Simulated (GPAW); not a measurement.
Runs of GPAW 26.7.0 on Zn. Symmetry: Pm-3m, No. 221, cubic system. The conventional cell has a = 3.771 Å, b = 3.771 Å, c = 3.771 Å, α = 90.00°, β = 90.00°, γ = 90.00°. Around Zn (site symmetry 4/mmm) lie 8 Zn at 2.67 Å. The cell was built by a generator and needn't be a form met in nature.

```csv
level,potentials or basis,eigensolver,pressure (GPa)
LDA,"the program's PAW data sets (release 1.2.1) made for this functional, pw",-,-7.4
PBE,"GPAW PAW data sets (gpaw-data 1.2.1), pw",-,-0.6
revPBE,"the program's PAW data sets (release 1.2.1) made for this functional, pw",-,1.3
r2SCAN,"GPAW PAW data sets (gpaw-data 1.2.1), pw",-,-3.6
PBEsol,"PAW data sets generated in the run's folder for this functional, pw",-,-4.6
BLYP,"PAW data sets generated in the run's folder for this functional, pw",davidson,(a)
RPBE,"the program's PAW data sets (release 1.2.1) made for this functional, pw",-,(b)
```

Alike in all rows: task band structure; no spin polarisation; cell as given; k mesh 7 × 7 × 7; cutoff (eV) 600; smearing fermi-dirac 0.05 eV.

Problem. Estimate the missing entries.

Solution. (a) 3.8; (b) 2.1.

Caveats: the PAW data sets were made with another functional, which shifts forces and pressure a little (some runs).
